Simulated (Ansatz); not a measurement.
input.yaml

```yaml
crystal:
  lattice:
    - [4.0414568371, 0.0, 0.0]
    - [-2.0207284185, 4.5184861079, 0.0]
    - [0.0, 0.0, 18.3739444317]
  atoms:
    - { symbol: Al, position: [0.4, 0.8, 0.0737754399] }
    - { symbol: Al, position: [0.2, 0.4, 0.2705099461] }
    - { symbol: Al, position: [0.7, 0.4, 0.0245918133] }
    - { symbol: Al, position: [0.5, 0.0, 0.2213263196] }
    - { symbol: Al, position: [0.9, 0.8, 0.3196935727] }
    - { symbol: Al, position: [0.8, 0.6, 0.172142693] }
    - { symbol: Al, position: [0.6, 0.2, 0.3688771993] }
    - { symbol: Al, position: [0.1, 0.2, 0.1229590664] }
    - { symbol: Al, position: [0.3, 0.6, 0.4180608259] }
    - { symbol: Al, position: [0.0, 0.0, 0.4672444524] }
    - { symbol: Al, position: [0.9, 0.8, 0.9180608259] }
    - { symbol: Al, position: [0.7, 0.4, 0.7213263196] }
    - { symbol: Al, position: [0.2, 0.4, 0.9672444524] }
    - { symbol: Al, position: [0.0, 0.0, 0.7705099461] }
    - { symbol: Al, position: [0.4, 0.8, 0.672142693] }
    - { symbol: Al, position: [0.3, 0.6, 0.8196935727] }
    - { symbol: Al, position: [0.1, 0.2, 0.6229590664] }
    - { symbol: Al, position: [0.6, 0.2, 0.8688771993] }
    - { symbol: Al, position: [0.8, 0.6, 0.5737754399] }
    - { symbol: Al, position: [0.5, 0.0, 0.5245918133] }
basis:
  ecutwfc: 420
kpoints:
  mp_grid: { grid: [10, 10, 2] }
hamiltonian:
  xc: pbe
scf:
  occupations: { method: gaussian, width: 0.1 }
output:
  forces: true
  stress: true
  eigenvalues: true
  populations: true
  write_density: true
  write_potential: true
  elf: true
  volumetric_format: npy
relax:
  adjacent_minimum: "off"
  f_tol: 0.02
  max_steps: 60
  cell: { fix: [a, b, alpha, beta, gamma], stress_tol: 0.1 }
```

Launched with
```bash
ansatz run input.yaml --threads 4 --pin off --max-ram 12288MiB --backend cpu --events-out ev --progress --plain --runs-dir out
```

The calculation used DFT PBE, scalar-relativistic, plane waves, PAW (Ansatz 0.2.0).

Part of what the program printed, abridged:

```
Pseudopotentials: kind: paw
Pseudopotential: Al, paw, valence charge 3, recommended cutoff 420 eV (normal)
Functional definition: PBE
Crystal: 20 atoms, lattice volume = 335.531 Å³
Basis set: ecut = 420 eV, 6589 PW (Γ), exchange–correlation on 60×72×250 points (8 copies of the dense FFT grid, shifted against one another)
Bands: 50, of which v1, the nominal top of the filled ones, is band 30 counted from 1 (29 counted from 0)
Symmetry: 8 space group operations
Space group: Cmce (ITA 64), of the structure as read, at distance tolerance 6.9e-5 Å
k-points: 62 of 200
Initial density: superposition of atomic densities (neutral atoms: chi_scale 0, normalization atom), corrected by the library's trained network
Initial wavefunctions: pseudopotential atomic-orbital guess
Functional: x = pbe(κ = 0.804, μ = 0.21951497), c = pbe(β = 0.06672455)
SCF iter   1: F=—  HF=-10746.871935 eV  |F-HF|=—  |Δ(HF+E_count)|=         —  Δρ=1.26e-3  dr2=2.49e-2  ethr=1.77e-3  ⟨swp⟩=7.3  Hψ=16000  notcnv=0  defer=46
SCF iter   2: F=—  HF=-10746.871136 eV  |F-HF|=—  |Δ(HF+E_count)|=   7.99e-4  Δρ=7.42e-4  dr2=8.06e-3  ethr=4.15e-5  ⟨swp⟩=1.2  Hψ=3703  notcnv=0  defer=64
SCF iter   3: F=—  HF=-10746.870480 eV  |F-HF|=—  |Δ(HF+E_count)|=   6.57e-4  Δρ=9.84e-5  dr2=8.11e-5  ethr=1.34e-5  ⟨swp⟩=2.1  Hψ=3055  notcnv=0  defer=64
SCF iter   4: F=—  HF=-10746.870387 eV  |F-HF|=—  |Δ(HF+E_count)|=   9.24e-5  Δρ=3.65e-5  dr2=6.25e-6  ethr=1.35e-7  ⟨swp⟩=2.1  Hψ=3779  notcnv=0  defer=64
SCF iter   5: F=—  HF=-10746.870387 eV  |F-HF|=—  |Δ(HF+E_count)|=   5.56e-7  Δρ=1.38e-5  dr2=8.70e-7  ethr=1.04e-8  ⟨swp⟩=1.7  Hψ=3369  notcnv=0  defer=64
SCF iter   6: F=-10746.870386 eV  HF=-10746.870386 eV  |F-HF|=8.78e-9  |Δ(HF+E_count)|=   1.25e-7  Δρ=2.49e-6  dr2=3.15e-8  ethr=1.67e-10  ⟨swp⟩=15.2  Hψ=22096  notcnv=0
SCF 1 converged in 6 iterations: F = -10746.870386 eV  dr2 = 3.15e-8
relax step   1: F+E_penalty+E_count = -10746.87038647 eV  Δ(F+E_penalty+E_count) = +0.000e0 eV  max|allowed force component| = 2.734e0 eV/Å  Δτ_max = 0.0000 Å  P = +4.066 GPa  Ω = 335.531 Å³  fix = [a, b, alpha, beta, gamma]  reactions: a +7.363, b +1.014 GPa; gamma +2.839 GPa/rad (6 SCF iters, dr2 threshold 1.00e-7 eV, accepted)
Crystal: 20 atoms, lattice volume = 339.685 Å³
Basis set: ecut = 420 eV, 6643 PW (Γ), exchange–correlation on 60×72×250 points (8 copies of the dense FFT grid, shifted against one another)
Initial density: handed on by an earlier stage of this run
Initial wavefunctions: those handed on with the density
SCF iter   1: F=—  HF=-10748.116613 eV  |F-HF|=—  |Δ(HF+E_count)|=         —  Δρ=4.77e-3  dr2=2.05e-1  ethr=3.85e-4  ⟨swp⟩=2.2  Hψ=17463  notcnv=0  defer=3
SCF iter   2: F=—  HF=-10748.076657 eV  |F-HF|=—  |Δ(HF+E_count)|=   4.00e-2  Δρ=2.69e-3  dr2=5.91e-2  ethr=3.42e-4  ⟨swp⟩=1.0  Hψ=3103  notcnv=0
SCF iter   3: F=—  HF=-10748.061426 eV  |F-HF|=—  |Δ(HF+E_count)|=   1.52e-2  Δρ=2.79e-4  dr2=4.06e-4  ethr=9.86e-5  ⟨swp⟩=2.7  Hψ=4710  notcnv=0
SCF iter   4: F=—  HF=-10748.061300 eV  |F-HF|=—  |Δ(HF+E_count)|=   1.26e-4  Δρ=5.73e-5  dr2=1.51e-5  ethr=6.76e-7  ⟨swp⟩=2.1  Hψ=4677  notcnv=0
SCF iter   5: F=-10748.061297 eV  HF=-10748.061297 eV  |F-HF|=7.83e-8  |Δ(HF+E_count)|=   2.64e-6  Δρ=7.61e-6  dr2=2.80e-7  ethr=3.33e-9  ⟨swp⟩=15.8  Hψ=24633  notcnv=0
the search or the solves at the SCF's close seem to have found levels that the self-consistency loop had missed (the run counts 1). By its estimate they hold under 1e-12 electrons; where the run keeps them, the occupations were computed again with them
SCF 2 converged in 5 iterations: F = -10748.061297 eV  dr2 = 2.80e-7
  Residual-converged pass: ⟨swp⟩=1.0  Hψ=3366  notcnv=0  max |occ|·‖R‖ = 7.0e-9 eV (tolerance 1.0e-8 eV) dr2=2.80e-7  dr2_onsite=7.95e-9  max |Δocc| = 1.2e-10
relax step   2: F+E_penalty+E_count = -10748.06129710 eV  Δ(F+E_penalty+E_count) = -1.191e0 eV  max|allowed force component| = 1.370e0 eV/Å  Δτ_max = 0.1328 Å  P = +1.801 GPa  Ω = 339.685 Å³  energy of the carried Pulay correction = -1.773e-3 eV  fix = [a, b, alpha, beta, gamma]  reactions: a +3.279, b +0.279 GPa; gamma +1.342 GPa/rad (5 SCF iters, dr2 threshold 2.00e-6 eV, accepted)
Crystal: 20 atoms, lattice volume = 347.069 Å³
Basis set: ecut = 420 eV, 6807 PW (Γ), exchange–correlation on 60×72×250 points (8 copies of the dense FFT grid, shifted against one another)
SCF iter   1: F=—  HF=-10748.586629 eV  |F-HF|=—  |Δ(HF+E_count)|=         —  Δρ=5.34e-3  dr2=4.52e-1  ethr=7.76e-4  ⟨swp⟩=2.2  Hψ=18693  notcnv=0  defer=2
SCF iter   2: F=—  HF=-10748.534523 eV  |F-HF|=—  |Δ(HF+E_count)|=   5.21e-2  Δρ=3.03e-3  dr2=1.17e-1  ethr=7.53e-4  ⟨swp⟩=1.0  Hψ=3108  notcnv=0  defer=1
SCF iter   3: F=—  HF=-10748.516171 eV  |F-HF|=—  |Δ(HF+E_count)|=   1.84e-2  Δρ=4.05e-4  dr2=6.75e-4  ethr=1.95e-4  ⟨swp⟩=2.1  Hψ=3646  notcnv=0  defer=1
SCF iter   4: F=—  HF=-10748.516231 eV  |F-HF|=—  |Δ(HF+E_count)|=   5.99e-5  Δρ=6.47e-5  dr2=1.88e-5  ethr=1.12e-6  ⟨swp⟩=2.5  Hψ=4817  notcnv=0  defer=1
SCF iter   5: F=-10748.516229 eV  HF=-10748.516229 eV  |F-HF|=5.22e-8  |Δ(HF+E_count)|=   1.96e-6  Δρ=6.87e-6  dr2=2.13e-7  ethr=3.33e-9  ⟨swp⟩=15.9  Hψ=24845  notcnv=0
the search or the solves at the SCF's close seem to have found levels that the self-consistency loop had missed (the run counts 1). By its estimate they hold under 1e-12 electrons; where the run keeps them, the occupations were computed again with them
SCF 3 converged in 5 iterations: F = -10748.516229 eV  dr2 = 2.13e-7
  Residual-converged pass: ⟨swp⟩=1.0  Hψ=3350  notcnv=0  max |occ|·‖R‖ = 7.1e-9 eV (tolerance 1.0e-8 eV) dr2=2.13e-7  dr2_onsite=1.62e-8  max |Δocc| = 2.0e-10
relax step   3: F+E_penalty+E_count = -10748.51622897 eV  Δ(F+E_penalty+E_count) = -4.549e-1 eV  max|allowed force component| = 9.562e-2 eV/Å  Δτ_max = 0.1585 Å  P = -0.142 GPa  Ω = 347.069 Å³  energy of the carried Pulay correction = -4.873e-3 eV  fix = [a, b, alpha, beta, gamma]  reactions: a +0.373, b -0.481 GPa; gamma +0.382 GPa/rad (5 SCF iters, dr2 threshold 2.00e-6 eV, accepted)
Crystal: 20 atoms, lattice volume = 346.170 Å³
Basis set: ecut = 420 eV, 6799 PW (Γ), exchange–correlation on 60×72×250 points (8 copies of the dense FFT grid, shifted against one another)
SCF iter   1: F=—  HF=-10748.541292 eV  |F-HF|=—  |Δ(HF+E_count)|=         —  Δρ=2.18e-3  dr2=1.44e-1  ethr=2.57e-4  ⟨swp⟩=1.9  Hψ=15845  notcnv=0  defer=2
SCF iter   2: F=—  HF=-10748.529115 eV  |F-HF|=—  |Δ(HF+E_count)|=   1.22e-2  Δρ=1.26e-3  dr2=3.95e-2  ethr=2.41e-4  ⟨swp⟩=1.0  Hψ=3116  notcnv=0  defer=1
SCF iter   3: F=—  HF=-10748.524453 eV  |F-HF|=—  |Δ(HF+E_count)|=   4.66e-3  Δρ=2.01e-4  dr2=2.05e-4  ethr=6.58e-5  ⟨swp⟩=1.4  Hψ=3156  notcnv=0  defer=1
SCF iter   4: F=—  HF=-10748.524505 eV  |F-HF|=—  |Δ(HF+E_count)|=   5.24e-5  Δρ=4.31e-5  dr2=1.94e-5  ethr=3.42e-7  ⟨swp⟩=2.4  Hψ=4618  notcnv=0  defer=1
SCF iter   5: F=—  HF=-10748.524504 eV  |F-HF|=—  |Δ(HF+E_count)|=   1.52e-6  Δρ=8.20e-6  dr2=2.02e-6  ethr=3.23e-8  ⟨swp⟩=2.3  Hψ=4017  notcnv=0  defer=1
SCF iter   6: F=-10748.524503 eV  HF=-10748.524503 eV  |F-HF|=6.42e-8  |Δ(HF+E_count)|=   2.45e-7  Δρ=1.97e-6  dr2=8.27e-8  ethr=9.52e-10  ⟨swp⟩=14.2  Hψ=21749  notcnv=0
SCF 4 converged in 6 iterations: F = -10748.524503 eV  dr2 = 8.27e-8
relax step   4: F+E_penalty+E_count = -10748.52450340 eV  Δ(F+E_penalty+E_count) = -8.274e-3 eV  max|allowed force component| = 6.021e-2 eV/Å  Δτ_max = 0.0944 Å  P = +0.235 GPa  Ω = 346.170 Å³  energy of the carried Pulay correction = -4.499e-3 eV  fix = [a, b, alpha, beta, gamma]  reactions: a +0.813, b -0.584 GPa; gamma +0.625 GPa/rad (6 SCF iters, dr2 threshold 5.71e-7 eV, accepted)
Crystal: 20 atoms, lattice volume = 347.091 Å³
SCF iter   1: F=—  HF=-10748.533079 eV  |F-HF|=—  |Δ(HF+E_count)|=         —  Δρ=8.71e-4  dr2=1.78e-2  ethr=2.79e-5  ⟨swp⟩=1.8  Hψ=12748  notcnv=0  defer=2
SCF iter   2: F=—  HF=-10748.531567 eV  |F-HF|=—  |Δ(HF+E_count)|=   1.51e-3  Δρ=5.20e-4  dr2=5.02e-3  ethr=2.79e-5  ⟨swp⟩=1.0  Hψ=3108  notcnv=0  defer=1
SCF iter   3: F=—  HF=-10748.530932 eV  |F-HF|=—  |Δ(HF+E_count)|=   6.35e-4  Δρ=7.08e-5  dr2=2.09e-5  ethr=8.36e-6  ⟨swp⟩=1.4  Hψ=3171  notcnv=0  defer=1
SCF iter   4: F=—  HF=-10748.530898 eV  |F-HF|=—  |Δ(HF+E_count)|=   3.41e-5  Δρ=1.55e-5  dr2=2.49e-6  ethr=3.48e-8  ⟨swp⟩=2.4  Hψ=4791  notcnv=0  defer=1
SCF iter   5: F=-10748.530898 eV  HF=-10748.530898 eV  |F-HF|=3.65e-7  |Δ(HF+E_count)|=   1.67e-7  Δρ=3.45e-6  dr2=3.97e-7  ethr=9.45e-10  ⟨swp⟩=14.4  Hψ=22237  notcnv=0
SCF 5 converged in 5 iterations: F = -10748.530898 eV  dr2 = 3.97e-7
relax step   5: F+E_penalty+E_count = -10748.53089764 eV  Δ(F+E_penalty+E_count) = -6.394e-3 eV  max|allowed force component| = 3.191e-3 eV/Å  Δτ_max = 0.0338 Å  P = -0.030 GPa  Ω = 347.091 Å³  energy of the carried Pulay correction = -4.882e-3 eV  fix = [a, b, alpha, beta, gamma]  reactions: a +0.566, b -0.646 GPa; gamma +0.542 GPa/rad (5 SCF iters, dr2 threshold 5.67e-7 eV, accepted)
Basis set: ecut = 420 eV, 6807 PW (Γ), exchange–correlation on 60×72×256 points (8 copies of the dense FFT grid, shifted against one another)
Initial wavefunctions: pseudopotential atomic-orbital guess (no wavefunctions were taken with the density)
SCF iter   1: F=—  HF=-10748.537192 eV  |F-HF|=—  |Δ(HF+E_count)|=         —  Δρ=4.34e-5  dr2=1.19e-6  ethr=1.15e-7  ⟨swp⟩=3.2  Hψ=23518  notcnv=0
SCF iter   2: F=—  HF=-10748.537267 eV  |F-HF|=—  |Δ(HF+E_count)|=   7.43e-5  Δρ=2.27e-5  dr2=2.22e-7  ethr=1.99e-9  ⟨swp⟩=2.0  Hψ=4966  notcnv=0
SCF iter   3: F=—  HF=-10748.537269 eV  |F-HF|=—  |Δ(HF+E_count)|=   2.29e-6  Δρ=2.23e-6  dr2=1.50e-8  ethr=3.70e-10  ⟨swp⟩=2.0  Hψ=4956  notcnv=0
SCF iter   4: F=—  HF=-10748.537269 eV  |F-HF|=—  |Δ(HF+E_count)|=   1.80e-8  Δρ=4.82e-7  dr2=2.49e-9  ethr=2.51e-11  ⟨swp⟩=1.2  Hψ=3324  notcnv=0
SCF iter   5: F=-10748.537269 eV  HF=-10748.537269 eV  |F-HF|=5.46e-12  |Δ(HF+E_count)|=  1.82e-11  Δρ=6.14e-8  dr2=1.92e-11  ethr=1.33e-12  ⟨swp⟩=10.3  Hψ=14224  notcnv=0
SCF 6 converged in 5 iterations: F = -10748.537269 eV  dr2 = 1.92e-11
SCF converged after 5 iterations
Free energy (F): -10748.537269 eV
Harris-Foulkes:  -10748.537269 eV  (|F-HF|=5.46e-12)
Internal energy: -10748.494761 eV  (E = F + TS)
E sigma→0 (E₀):  -10748.516015 eV
Entropy (-TS):   -0.042508 eV (-2.125 meV/atom)
Fermi energy:    7.370252 eV
--- Per-component energies (eV) ---
  E_band       = 183.417134
  E_kinetic    = 447.457159
  E_local      = 145.065794  (includes V_loc(G=0)·N_el)
  E_nonlocal   = 208.672139
  E_hartree    = 14.552089
  E_xc         = -790.451436
  E_vxc        = -573.484613  (∫ρ·V_xc dr)
  E_paw        = -9346.892581  (= ΣΔE_a)
  E_vpaw       = -73.397503  (= ΣTr[D̂ρ^β])
  E_aug_tail   = -0.000042  (compensation charges beyond the density's cutoff)
  E_ewald      = -1426.897883
  E_smearing   = -0.042508  (= −TS)
--- Forces (eV/Å), atoms counted from 1 ---
  atom   1  Al     0.00000000     0.00134326    -0.00245532
  atom   2  Al     0.00000000     0.00084074     0.00164297
  atom   3  Al     0.00000000     0.00278226    -0.00219336
  atom   4  Al     0.00000000    -0.00084074    -0.00164297
  atom   5  Al     0.00000000    -0.00330123     0.00132259
  atom   6  Al     0.00000000     0.00330123    -0.00132259
  atom   7  Al     0.00000000     0.00104467    -0.00079267
  atom   8  Al     0.00000000    -0.00104467     0.00079267
  atom   9  Al     0.00000000    -0.00134326     0.00245532
  atom  10  Al     0.00000000    -0.00278226     0.00219336
  atom  11  Al     0.00000000     0.00134326     0.00245532
  atom  12  Al     0.00000000     0.00084074    -0.00164297
  atom  13  Al     0.00000000     0.00278226     0.00219336
  atom  14  Al     0.00000000    -0.00084074     0.00164297
  atom  15  Al     0.00000000    -0.00330123    -0.00132259
  atom  16  Al     0.00000000     0.00330123     0.00132259
  atom  17  Al     0.00000000     0.00104467     0.00079267
  atom  18  Al     0.00000000    -0.00104467    -0.00079267
  atom  19  Al     0.00000000    -0.00134326    -0.00245532
  atom  20  Al     0.00000000    -0.00278226    -0.00219336
--- Stress (GPa, compression-positive) ---
        0.672785       0.000000       0.000000
        0.000000      -0.727780       0.000000
        0.000000       0.000000       0.038572
  P = ⅓ Tr σ = -0.0055 GPa (-0.055 kbar)
--- Band table (eV; the first three rows and the last of 62) ---
  k-point 0: bands = ["-3.4975", "-3.2592", "-2.8569", "-1.9890", "-1.6294", "0.0249", "0.3517", "2.8527", "2.8996", "3.5980", "3.6151", "3.7544", "3.8021", "4.2773", "4.2932", "4.7035", "5.2329", "5.3033", "5.7595", "6.1719", "6.1944", "6.2316", "6.3490", "6.5432", "6.5926", "6.9082", "6.9213", "7.0928", "7.1544", "7.3234", "7.6467", "7.6547", "7.7537", "7.8085", "7.8328", "8.0395", "8.1737", "8.2251", "8.3664", "8.4161", "8.4559", "9.2972", "9.3650", "9.5339", "9.6019", "9.6117", "9.7969", "9.9965", "9.9984", "10.1578"]
  k-point 1: bands = ["-3.4111", "-3.4111", "-2.5123", "-2.5123", "-0.9005", "-0.9005", "1.4648", "1.4648", "3.6472", "3.6472", "3.6869", "3.6869", "4.1951", "4.1951", "4.5986", "4.5986", "4.8604", "4.8604", "6.0169", "6.0169", "6.1894", "6.1894", "6.3731", "6.3731", "6.5256", "6.5256", "7.0186", "7.0186", "7.5273", "7.5273", "7.7194", "7.7194", "7.9115", "7.9115", "8.0383", "8.0383", "8.4159", "8.4159", "8.6628", "8.6628", "8.6796", "8.6796", "9.0739", "9.0739", "9.2269", "9.2269", "9.3532", "9.3532", "10.1910", "10.1910"]
  k-point 2: bands = ["-3.4261", "-3.1870", "-2.7881", "-1.9178", "-1.5641", "0.0937", "0.4061", "2.3067", "2.4409", "2.7321", "3.0234", "3.2867", "3.6714", "4.1670", "4.9548", "5.0920", "5.6238", "5.6623", "5.7075", "5.9731", "6.0354", "6.1595", "6.2812", "6.5460", "6.9418", "7.0029", "7.0458", "7.1048", "7.1900", "7.1949", "7.3289", "7.5341", "7.6477", "8.2340", "8.2803", "8.4021", "8.4088", "8.6147", "8.6774", "8.7599", "8.7830", "8.9761", "8.9993", "9.0778", "9.1126", "9.6629", "9.9285", "10.0187", "10.3021", "10.3471"]
  k-point 61: bands = ["-1.1550", "-1.1550", "-0.2794", "-0.2794", "0.2175", "0.2175", "0.8213", "0.8213", "1.1722", "1.1722", "1.3625", "1.3625", "1.8508", "1.8508", "2.8477", "2.8477", "3.4833", "3.4833", "3.6621", "3.6621", "5.0468", "5.0468", "5.2728", "5.2728", "5.7051", "5.7051", "6.0994", "6.0994", "6.4762", "6.4762", "6.7734", "6.7734", "7.3056", "7.3056", "7.8369", "7.8369", "8.2211", "8.2211", "8.8433", "8.8433", "9.2889", "9.2889", "10.0233", "10.0233", "10.7033", "10.7033", "11.5275", "11.5275", "12.0741", "12.0741"]
--- Relaxed structure (5 steps of the walk, 5 accepted, 1 SCFs on fresh bases) ---
  F+E_penalty+E_count = -10748.53726889 eV   max|allowed force component| = 3.301e-3 eV/Å   (the final SCF, on the basis selected at the relaxed cell)
  cell:  # Å, volume = 347.0914 Å³
    - [4.0414568371, 0.0, 0.0]
    - [-2.02072841, 4.51848610, 0.0]
    - [0.0, 0.0, 19.00697147]
  atoms:
    - { symbol: Al, position: [0.40052244, 0.80104489, 0.07096282] }
    - { symbol: Al, position: [0.20018072, 0.40036144, 0.27000122] }
    - { symbol: Al, position: [0.69711257, 0.39422515, 0.04026804] }
    - { symbol: Al, position: [0.49981927, -0.00036144, 0.22183504] }
    - { symbol: Al, position: [0.89659788, 0.79319576, 0.31732479] }
    - { symbol: Al, position: [0.80340211, 0.60680423, 0.17451147] }
    - { symbol: Al, position: [0.60398432, 0.20796865, 0.36507600] }
    - { symbol: Al, position: [0.09601567, 0.19203134, 0.12676026] }
    - { symbol: Al, position: [0.29947755, 0.59895510, 0.42087344] }
    - { symbol: Al, position: [0.00288742, 0.00577484, 0.45156821] }
    - { symbol: Al, position: [0.90052244, 0.80104489, 0.92087344] }
    - { symbol: Al, position: [0.70018072, 0.40036144, 0.72183504] }
    - { symbol: Al, position: [0.19711257, 0.39422515, 0.95156821] }
    - { symbol: Al, position: [-0.00018072, -0.00036144, 0.77000122] }
    - { symbol: Al, position: [0.39659788, 0.79319576, 0.67451147] }
    - { symbol: Al, position: [0.30340211, 0.60680423, 0.81732479] }
    - { symbol: Al, position: [0.10398432, 0.20796865, 0.62676026] }
    - { symbol: Al, position: [0.59601567, 0.19203134, 0.86507600] }
    - { symbol: Al, position: [0.79947755, 0.59895510, 0.57096282] }
    - { symbol: Al, position: [0.50288742, 0.00577484, 0.54026804] }
--- Löwdin populations: 20 sites ---
  site symbol q [e]
     0     Al      2.8916
     1     Al      2.9615
     2     Al      3.0604
     3     Al      2.9615
     4     Al      2.9513
     5     Al      2.9513
     6     Al      2.9297
     7     Al      2.9297
     8     Al      2.8916
     9     Al      3.0604
    10     Al      2.8916
    11     Al      2.9615
    12     Al      3.0604
    13     Al      2.9615
    14     Al      2.9513
    15     Al      2.9513
    16     Al      2.9297
    17     Al      2.9297
    18     Al      2.8916
    19     Al      3.0604
  spilling = 0.013700 (of n_electrons = 60.000000)
```

The relaxation met its thresholds.

It took 2.1 min on 4 threads of Arm Neoverse V1 (shared host), peak memory 1.3 GiB.